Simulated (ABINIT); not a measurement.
Runs of ABINIT 10.8.3 (patched build) on MgS (Niningerite). It takes space group Fm-3m (No. 225, cubic). The conventional cell has a = 5.203 Å, b = 5.203 Å, c = 5.203 Å, α = 90.00°, β = 90.00°, γ = 90.00°. S (site symmetry m-3m) has 6 Mg at 2.60 Å as nearest neighbours. Mg (site symmetry m-3m) is surrounded by 6 S at 2.60 Å. 

```tsv
level	V0 of scaled cells (Å³/atom)	B0 (GPa)
PBE+D2	(b)	75
PBE	17.90	74
PBE+D3(BJ)	17.14	(a)
PBE+D3	17.55	78
```

Alike in all rows: task equation of state; potentials or basis JTH PAW PBE v2.0; no spin polarisation; cell as given; k mesh 9 × 9 × 9; cutoff (eV) 544; smearing fermi-dirac 0.05 eV.

Q: Fill in the values left out.

A: (a) 80; (b) 17.46.

Caveats: pressures at fixed basis lie under the slope of the energies.
